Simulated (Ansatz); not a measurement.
Runs of Ansatz 0.2.0 on V. It takes space group P6_3/mmc (No. 194, hexagonal). Conventional cell: a = 2.604 Å, b = 2.604 Å, c = 4.723 Å, α = 90.00°, β = 90.00°, γ = 120.00°. V (site symmetry -6m2) is surrounded by 12 V at 2.60 to 2.80 Å. This isn't the form of V at room conditions, which is bcc.

```tsv
task	level	cell	points for each segment of the path	gap on the mesh (eV)	pressure (GPa)	moment (μB)	relaxed volume (Å³/atom)
relaxation of cell and atoms	HSE03	relaxed	-	none	0.0	0.00	13.44
relaxation of cell and atoms	PBEsol0	relaxed	-	none	0.0	0.17	(a)
single point	PBEsol0	as given	-	none	-12.4	0.17	-
band structure	HSEsol	as given	4	none	-10.4	0.17	-
relaxation of cell and atoms	HSEsol	relaxed	-	none	0.0	0.15	13.02
band structure	HSE03	as given	4	none	(b)	0.00	-
```

Alike in all rows: potentials or basis Ansatz PAW; spin collinear, ferromagnetic start; k mesh 6 × 6 × 3; cutoff (eV) 420; smearing fermi-dirac 0.05 eV; the mesh is coarse, so values aren't converged.

Task: Fill in the values left out.

Result: (a) 12.99; (b) -5.5.

Caveats: all runs use coarse meshes; the magnetic or orbital state may not be the lowest; the PAW data sets come from PBE, with cores solved anew for the run's functional, which leaves a small shift of forces and pressure; the starting moments weren't kept; the plane-wave basis is chosen anew once the cell has moved, so the energies of steps on either side of that aren't comparable (some runs); the thresholds are loose for stress (some runs).

A gap of «none» marks a metal or a gap under the smearing width.
